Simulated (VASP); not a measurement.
# Vibrations of C (Graphite): a test of the settings

Aim: test the modes of C (Graphite) against the numerical settings. The starting structure is a measured crystal structure from the Crystallography Open Database.

Method: Kohn-Sham DFT with plane waves and PAW; LDA, in VASP 6.6.1.

## Step 1: The starting structure

The structure is hexagonal, space group P6_3/mmc (No. 194). The conventional cell has a = 2.464 Å, b = 2.464 Å, c = 6.711 Å, α = 90.00°, β = 90.00°, γ = 120.00°. Nearest to C lie 3 C at 1.42 Å. Nearest to C lie 3 C at 1.42 Å.

Structure file:

```cif
data_structure
_symmetry_space_group_name_H-M 'P6_3/mmc'
_symmetry_Int_Tables_number 194
_cell_length_a 2.4640
_cell_length_b 2.4640
_cell_length_c 6.7110
_cell_angle_alpha 90.000
_cell_angle_beta 90.000
_cell_angle_gamma 120.000
_cell_volume 35.29
loop_
_atom_site_label
_atom_site_type_symbol
_atom_site_symmetry_multiplicity
_atom_site_Wyckoff_symbol
_atom_site_fract_x
_atom_site_fract_y
_atom_site_fract_z
_atom_site_occupancy
C1 C 2 c 0.66667 0.33333 0.75000 1
C2 C 2 b 0.00000 0.00000 0.75000 1
```

## Step 2: Reference modes

The cell comes from a relaxation at this level, not shown (34.31 Å³).

INCAR

```
SYSTEM = C
PREC = Accurate
ENCUT = 520
EDIFF = 1E-08
NELM = 100
ISMEAR = 0
SIGMA = 0.03
LREAL = .FALSE.
ALGO = Normal
GGA = CA
NBANDS = 14
LORBIT = 11
LWAVE = .FALSE.
LCHARG = .FALSE.
KPAR = 8
IBRION = 8
LEPSILON = .TRUE.
LPEAD = .TRUE.
ISIF = 2
```

POSCAR

```
C
1.0
    2.4472481902      0.0000000000      0.0000000000
   -1.2236240951      2.1193791021      0.0000000000
    0.0000000000      0.0000000000      6.6142279997
C
4
Direct
    0.6666666667      0.3333333333      0.7500000000
    0.3333333333      0.6666666667      0.2500000000
    0.0000000000      0.0000000000      0.7500000000
    0.0000000000      0.0000000000      0.2500000000
```

KPOINTS

```
Automatic mesh
0
Gamma
14 14 6
0 0 0
```

The projector-augmented-wave data sets are C (LDA family, release 64).

Started as:

```
> mpirun -np 8 vasp_std
```

The program printed:

```text
[banner, memory and clock lines left out]
running    8 mpi-ranks, on    1 nodes
 distrk:  each k-point on    1 cores,    8 groups
 distr:  one band on    1 cores,    1 groups

 POSCAR found type information on POSCAR C
 POSCAR found :  1 types and       4 ions
|                                                                             |
|           W    W    AA    RRRRR   N    N  II  N    N   GGGG   !!!           |
|           W    W   A  A   R    R  NN   N  II  NN   N  G    G  !!!           |
|           W    W  A    A  R    R  N N  N  II  N N  N  G       !!!           |
|           W WW W  AAAAAA  RRRRR   N  N N  II  N  N N  G  GGG   !            |
|           WW  WW  A    A  R   R   N   NN  II  N   NN  G    G                |
|           W    W  A    A  R    R  N    N  II  N    N   GGGG   !!!           |
|                                                                             |
|     For optimal performance we recommend to set                             |
|       NCORE = 2 up to number-of-cores-per-socket                            |
|     NCORE specifies how many cores store one orbital (NPAR=cpu/NCORE).      |
|     This setting can greatly improve the performance of VASP for DFT.       |
|     The default, NCORE=1 might be grossly inefficient on modern             |
|     multi-core architectures or massively parallel machines. Do your        |
|     Unfortunately you need to use the default for GW and RPA                |
|     calculations (for HF NCORE is supported but not extensively tested      |
|     yet).                                                                   |
|                                                                             |

 LDA part: xc-table for (Slater(with rela. corr.)+CA(PZ))
 , standard interpolation
 POSCAR, INCAR and KPOINTS ok, starting setup
 FFT: planning ... GRIDC
 FFT: planning ... GRID_SOFT
 FFT: planning ... GRID
 WAVECAR not read
 entering main loop
       N       E                     dE             d eps       ncg     rms          rms(c)
DAV:   1     0.353720217093E+02    0.35372E+02   -0.81691E+03  2696   0.106E+03
DAV:   2    -0.401024464995E+02   -0.75474E+02   -0.68868E+02  3696   0.209E+02
DAV:   3    -0.432795556460E+02   -0.31771E+01   -0.31561E+01  3582   0.408E+01
DAV:   4    -0.433132967340E+02   -0.33741E-01   -0.33731E-01  3276   0.509E+00
DAV:   5    -0.433139637984E+02   -0.66706E-03   -0.66661E-03  3606   0.673E-01    0.941E+00
DAV:   6    -0.411207302006E+02    0.21932E+01   -0.18334E+00  3114   0.891E+00    0.534E+00
DAV:   7    -0.404490795932E+02    0.67165E+00   -0.19792E+00  3138   0.945E+00    0.147E+00
DAV:   8    -0.404515287325E+02   -0.24491E-02   -0.90753E-02  3180   0.198E+00    0.339E-01
DAV:   9    -0.404496769283E+02    0.18518E-02   -0.36588E-03  3450   0.439E-01    0.100E-01
DAV:  10    -0.404496509665E+02    0.25962E-04   -0.37254E-04  3272   0.140E-01    0.379E-02
DAV:  11    -0.404496494302E+02    0.15363E-05   -0.12915E-05  3294   0.275E-02    0.105E-02
DAV:  12    -0.404496492911E+02    0.13915E-06   -0.47885E-07  3532   0.536E-03    0.175E-03
DAV:  13    -0.404496493456E+02   -0.54500E-07   -0.59460E-08  3204   0.201E-03    0.118E-03
DAV:  14    -0.404496493406E+02    0.49731E-08   -0.23749E-08  2924   0.110E-03
   1 F= -.40449649E+02 E0= -.40449649E+02  d E =-.133738E-16
 Linear response reoptimize wavefunctions to high precision
DAV:   1    -0.404496493394E+02    0.12060E-08   -0.16665E-09  2716   0.331E-04
DAV:   2    -0.404496493394E+02   -0.23874E-10   -0.70590E-11  2088   0.755E-05
 Linear response to external field (no local field effect), progress :
  Direction:   1
       N       E                     dE             d eps       ncg     rms          rms(c)
RMM:   1    -0.901431708044E+03   -0.90143E+03   -0.81472E+03  2369   0.107E+01
RMM:   2    -0.940667335163E+03   -0.39236E+02   -0.14314E+00  2304   0.110E+00
RMM:   3    -0.940676334875E+03   -0.89997E-02   -0.78952E-03  2305   0.939E-02
RMM:   4    -0.940676409787E+03   -0.74912E-04   -0.62019E-05  2300   0.112E-02
RMM:   5    -0.940676411124E+03   -0.13378E-05    0.27177E-07  2247   0.192E-03
RMM:   6    -0.940676411889E+03   -0.76420E-06    0.95644E-06  1602   0.429E-04
RMM:   7    -0.940676411555E+03    0.33363E-06   -0.13822E-04   647   0.286E-04
RMM:   8    -0.940676411497E+03    0.58311E-07   -0.11828E-06   511   0.273E-04
RMM:   9    -0.940676411500E+03   -0.37980E-08   -0.24155E-06   518   0.271E-04
RMM:  10    -0.940676411501E+03   -0.19963E-09   -0.21036E-06   531   0.271E-04
 change of polarisation eV/A/(eV/A) component  1 :  1881.353 -3227.183    -1.552
 dielectric tensor                  component  1 :  9924.625-17022.517    -8.188
 Linear response to external field (no local field effect), progress :
  Direction:   2
       N       E                     dE             d eps       ncg     rms          rms(c)
RMM:   1    -0.266018251954E+04   -0.26602E+04   -0.24036E+04  2336   0.163E+01
RMM:   2    -0.277780815603E+04   -0.11763E+03   -0.42838E+00  2304   0.164E+00
RMM:   3    -0.277783511438E+04   -0.26958E-01   -0.24548E-02  2305   0.137E-01
RMM:   4    -0.277783535793E+04   -0.24355E-03   -0.21172E-04  2301   0.155E-02
RMM:   5    -0.277783536140E+04   -0.34735E-05   -0.55079E-06  2251   0.234E-03
RMM:   6    -0.277783536246E+04   -0.10578E-05   -0.17076E-05  1502   0.440E-04
[...]
RMM:   4    -0.252750837648E+00    0.77456E-03   -0.15928E-02  5360   0.705E-01    0.109E-01
RMM:   5    -0.256341124086E+00   -0.35903E-02   -0.29439E-04  4629   0.119E-01    0.670E-03
RMM:   6    -0.256324777351E+00    0.16347E-04   -0.59801E-06  4967   0.143E-02    0.331E-03
RMM:   7    -0.256401426211E+00   -0.76649E-04   -0.32953E-07  4844   0.428E-03    0.716E-04
RMM:   8    -0.256407727241E+00   -0.63010E-05   -0.28909E-08  5145   0.122E-03    0.547E-05
RMM:   9    -0.256407730617E+00   -0.33761E-08   -0.28167E-08  4746   0.233E-04    0.230E-05
 change of polarisation eV/A/(eV/A) component  3 :    -1.551     2.467     0.488
 dielectric tensor                  component  3 :    -8.182    13.014     3.575
 Linear response DOF=           4
 Linear response progress:
  Degree of freedom:   1/  4
       N       E                     dE             d eps       ncg     rms          rms(c)
RMM:   1    -0.132610680009E+00   -0.13261E+00   -0.17657E-02 25877   0.230E+00
RMM:   2    -0.117271432948E+00    0.15339E-01   -0.20630E-03 18424   0.502E-01    0.245E-01
RMM:   3    -0.117325965613E+00   -0.54533E-04    0.88609E-05 18097   0.185E-01    0.132E-01
RMM:   4    -0.118306554923E+00   -0.98059E-03   -0.17750E-05 17174   0.184E-01    0.147E-02
RMM:   5    -0.118323120748E+00   -0.16566E-04   -0.52654E-05 19949   0.266E-02    0.173E-03
RMM:   6    -0.118322878973E+00    0.24177E-06    0.98428E-07 20341   0.324E-03    0.627E-04
RMM:   7    -0.118317083317E+00    0.57957E-05    0.11914E-05 20280   0.938E-04    0.179E-04
RMM:   8    -0.118318756969E+00   -0.16737E-05    0.63377E-06 20675   0.378E-04    0.243E-05
RMM:   9    -0.118318854975E+00   -0.98007E-07    0.12547E-06 21353   0.178E-04    0.635E-06
RMM:  10    -0.118318946867E+00   -0.91891E-07    0.91269E-07 21072   0.137E-04    0.226E-06
RMM:  11    -0.118318950129E+00   -0.32623E-08   -0.11890E-07 20737   0.126E-04    0.651E-07
RMM:  12    -0.118318949406E+00    0.72268E-09   -0.14211E-07 17696   0.122E-04    0.896E-08
 first order change of Fermi-energy  -0.50025E-01
 force on displaced ion       1 direction 1 : -56.768   0.003   0.000
 Born effective charge ion    1 direction 1 :   0.757   2.356   0.000
 Linear response progress:
  Degree of freedom:   2/  4
       N       E                     dE             d eps       ncg     rms          rms(c)
RMM:   1    -0.137222298332E+00   -0.13722E+00    0.62977E-02  6658   0.204E+00
RMM:   2    -0.137622601247E+00   -0.40030E-03   -0.15500E-03  5509   0.271E-01    0.198E-01
RMM:   3    -0.137403372359E+00    0.21923E-03   -0.59013E-04  5232   0.152E-01    0.101E-01
RMM:   4    -0.137668635983E+00   -0.26526E-03   -0.27592E-04  5590   0.105E-01    0.226E-02
RMM:   5    -0.137574578906E+00    0.94057E-04   -0.17403E-05  6129   0.226E-02    0.288E-03
RMM:   6    -0.137567987746E+00    0.65912E-05   -0.25305E-07  6412   0.456E-03    0.916E-04
RMM:   7    -0.137555806162E+00    0.12182E-04   -0.21452E-07  5775   0.171E-03    0.227E-04
RMM:   8    -0.137555335487E+00    0.47067E-06   -0.11970E-07  6658   0.449E-04    0.390E-05
RMM:   9    -0.137555523943E+00   -0.18846E-06   -0.90841E-08  6606   0.168E-04    0.126E-05
RMM:  10    -0.137555562455E+00   -0.38512E-07   -0.16951E-08  6837   0.136E-04    0.159E-06
RMM:  11    -0.137555530687E+00    0.31767E-07   -0.52093E-08  6508   0.125E-04    0.578E-07
RMM:  12    -0.137555556776E+00   -0.26089E-07   -0.97442E-08  5489   0.123E-04    0.846E-08
 first order change of Fermi-energy   0.92371E-02
 force on displaced ion       1 direction 3 :  -0.000   0.000 -17.510
 Born effective charge ion    1 direction 3 :  -0.000   0.000  -0.077
 Linear response progress:
  Degree of freedom:   3/  4
       N       E                     dE             d eps       ncg     rms          rms(c)
RMM:   1    -0.132060079476E+00   -0.13206E+00   -0.12601E-02 25859   0.230E+00
RMM:   2    -0.117623104509E+00    0.14437E-01   -0.64833E-03 18408   0.504E-01    0.244E-01
RMM:   3    -0.117426267949E+00    0.19684E-03   -0.17237E-03 18153   0.184E-01    0.132E-01
RMM:   4    -0.118379730843E+00   -0.95346E-03   -0.16123E-03 17150   0.183E-01    0.146E-02
RMM:   5    -0.118229394008E+00    0.15034E-03    0.20876E-05 19984   0.264E-02    0.172E-03
RMM:   6    -0.118235967505E+00   -0.65735E-05    0.21329E-06 20364   0.319E-03    0.627E-04
RMM:   7    -0.118230687706E+00    0.52798E-05    0.82053E-06 20358   0.918E-04    0.177E-04
RMM:   8    -0.118232173470E+00   -0.14858E-05    0.36148E-06 20684   0.367E-04    0.241E-05
RMM:   9    -0.118231833198E+00    0.34027E-06    0.18127E-06 21337   0.166E-04    0.551E-06
RMM:  10    -0.118231864105E+00   -0.30907E-07    0.27714E-06 21147   0.124E-04    0.234E-06
RMM:  11    -0.118231884917E+00   -0.20812E-07    0.22098E-06 20685   0.115E-04    0.205E-07
RMM:  12    -0.118231823382E+00    0.61536E-07    0.18761E-06 17133   0.111E-04    0.123E-07
RMM:  13    -0.118231848752E+00   -0.25370E-07    0.11719E-06 14741   0.110E-04    0.559E-08
 first order change of Fermi-energy   0.45369E-01
 force on displaced ion       3 direction 1 : -56.848   0.004   0.000
 Born effective charge ion    3 direction 1 :  -0.771  -1.851   0.000
 Linear response progress:
  Degree of freedom:   4/  4
       N       E                     dE             d eps       ncg     rms          rms(c)
RMM:   1    -0.136633029708E+00   -0.13663E+00    0.64327E-02  6601   0.205E+00
RMM:   2    -0.136996878838E+00   -0.36385E-03   -0.14553E-03  5558   0.274E-01    0.199E-01
RMM:   3    -0.136796235476E+00    0.20064E-03   -0.54672E-04  5250   0.149E-01    0.103E-01
RMM:   4    -0.137050844425E+00   -0.25461E-03   -0.24679E-04  5593   0.103E-01    0.228E-02
RMM:   5    -0.136954966876E+00    0.95878E-04   -0.48067E-06  6091   0.225E-02    0.287E-03
RMM:   6    -0.136947653904E+00    0.73130E-05   -0.10164E-06  6392   0.429E-03    0.873E-04
RMM:   7    -0.136936381497E+00    0.11272E-04    0.84645E-08  5803   0.156E-03    0.225E-04
RMM:   8    -0.136935971754E+00    0.40974E-06    0.27193E-08  6658   0.435E-04    0.398E-05
RMM:   9    -0.136936215100E+00   -0.24335E-06   -0.75339E-08  6644   0.173E-04    0.109E-05
RMM:  10    -0.136936176277E+00    0.38823E-07   -0.76633E-08  6823   0.141E-04    0.158E-06
RMM:  11    -0.136936175460E+00    0.81724E-09    0.90238E-09  6400   0.132E-04    0.572E-07
 first order change of Fermi-energy   0.33443E-02
 force on displaced ion       3 direction 3 :   0.000   0.000 -17.382
 Born effective charge ion    3 direction 3 :   0.000   0.000   0.077
 Born effective charges drift removed
 Linear response finished
```

Run time: 4 min. Hardware: 8 MPI ranks of AMD EPYC 7R43, shared host; peak memory 4.2 GiB.

Lines that name or quote the potential files are left out of all logs, and their timing lines are given in words.

(Part 1 of 3 ends here.)

[Lines on the potential files, build, host, timing and source positions are cut from VASP's logs without a mark.]

[Logs are printed without paths, hosts, clocks, repeated set-up lines and the standing remarks that a program may print on its own settings, such as how far it seeks lower states.]

[Hosts, paths, dates, database ids (printed as entryN), source tags and the programs' standing remarks are cut or masked in the printed files.]
